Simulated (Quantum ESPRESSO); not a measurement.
Crystal: Ru.

```
Ru
1.0
     2.70580    0.00000    0.00000
    -1.35290    2.34329    0.00000
     0.00000    0.00000    4.28190
Ru
2
Direct
  0.66667 0.33333 0.75000
  0.33333 0.66667 0.25000
```

Base run:

```yaml
Program: Quantum ESPRESSO 7.5
Functional: PBE
Potentials_or_basis: PseudoDojo 0.4 FR PBE standard
Cutoff: 1143 eV
Density_cutoff: 4572 eV
k_mesh: 11 × 11 × 6
Occupations: fermi-dirac, width 0.05 eV
Spin: spin-orbit coupling, no magnetisation
```

Its results: band gap on the k mesh none (metal or under the smearing width); pressure 5.7 GPa.

Task: The run is repeated on the same cell with these changes: potentials or basis from PseudoDojo 0.4 FR PBE standard to PseudoDojo 0.4.1 SR PBE standard; spin from spin-orbit coupling, no magnetisation to no spin polarisation. What comes out?

Result: Band gap on the k mesh none (metal or under the smearing width); pressure 5.1 GPa.
